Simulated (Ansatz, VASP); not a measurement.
Given: the input of a run of Ansatz 0.2.0 on InP.

Contents of input.yaml:

```yaml
crystal:
  lattice:
    - [0.0, 2.768834, 2.768834]
    - [2.768834, 0.0, 2.768834]
    - [2.768834, 2.768834, 0.0]
  atoms:
    - { symbol: In, position: [0.0, 0.0, 0.0] }
    - { symbol: P, position: [0.5, 0.5, 0.5] }
hamiltonian:
  xc: pbe
  pseudopotentials: { kind: paw }
kpoints:
  mp_grid: { grid: [8, 8, 8] }
scf:
  occupations: { method: gaussian, width: 0.011 }
output:
  forces: true
  stress: true
  eigenvalues: true
```

Potentials or basis: Ansatz PAW.

Launch:

```sh
$ ansatz run input.yaml --threads 2 --pin off --max-ram 5632MiB --backend cpu --events-out ev --progress --plain --runs-dir out
```

Q: Set up the same calculation for VASP 6.6.1. Potentials there: VASP PAW PBE potentials, release 64 (In_d, P).

A: As run (the cutoff follows the program's own potentials):

Contents of INCAR:

```
ALGO = Normal ; EDIFF = 1E-6
ENCUT = 520 ; GGA = PE
ISIF = 2 ; ISMEAR = 0
LASPH = True ; LCHARG = False
LREAL = False ; LWAVE = False
NBANDS = 16 ; NELM = 60
PREC = Accurate ; SIGMA = 0.011
```

File KPOINTS:

```
k-points
0
Gamma
  8 8 8
```

POSCAR

```
InP
1.0
    0.0000000000      2.7688340000      2.7688340000
    2.7688340000      0.0000000000      2.7688340000
    2.7688340000      2.7688340000      0.0000000000
In P
1 1
Direct
    0.0000000000      0.0000000000      0.0000000000
    0.5000000000      0.5000000000      0.5000000000
```

Potentials or basis: VASP PAW PBE potentials, release 64 (In_d, P).

Launch:

```bash
$ cat potpaw_PBE.64/In_d/POTCAR potpaw_PBE.64/P/POTCAR > POTCAR
$ mpirun -np 1 vasp_std > vasp.out
```

Both were run:

|  | VASP | Ansatz | Ansatz less VASP |
| --- | --- | --- | --- |
| gap on the k mesh at the Fermi level (eV) | none | none | - |
| pressure (GPa) | -0.1 | -0.1 | +0.05 |

A gap of «none» marks a metal or a gap that the smearing closes. With one functional, cell and mesh, what is left measures potentials, basis and numerics.
